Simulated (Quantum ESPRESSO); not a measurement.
## AlNi: zone-centre phonons under several settings

```
Ni Al
1.0
     2.88100    0.00000    0.00000
     0.00000    2.88100    0.00000
     0.00000    0.00000    2.88100
Ni Al
1 1
Direct
  0.50000 0.50000 0.50000
  0.00000 0.00000 0.00000
```

All runs used Quantum ESPRESSO 7.5; potentials GBRV 1.5 PBEsol; k mesh 6 × 6 × 6; collinear spin, ferromagnetic start; cutoff 612 eV; occupations cold, width 0.2 eV.

```csv
level,geometry,volume (Å³/atom),pressure (GPa),lowest optical mode without the field (cm⁻¹)
PBEsol,relaxed at 0 GPa,11.74,-0.1,303
PBEsol,relaxed at 10 GPa,?,9.9,?
PBEsol,relaxed at 25 GPa,10.49,24.9,373
PBEsol,relaxed at 80 GPa,9.03,80.0,471
```

Q: What stands in the row left open?

A: Volume 11.16 Å³/atom; lowest optical mode without the field 334 cm⁻¹.

Caveats: all runs use coarse meshes; the mesh is thin for the phonons of a metal; the cell is more than 3 GPa from zero pressure, which shifts response properties (some runs); the volume moved by over 15 % at a fixed basis, so the end points are rough (some runs).

For the row left open. Caveat: the k mesh is coarse (spacing up to 0.36 Å⁻¹), so the values aren't converged; the mesh is thin for the phonons of a metal; the cell is more than 3 GPa from zero pressure, which shifts response properties.
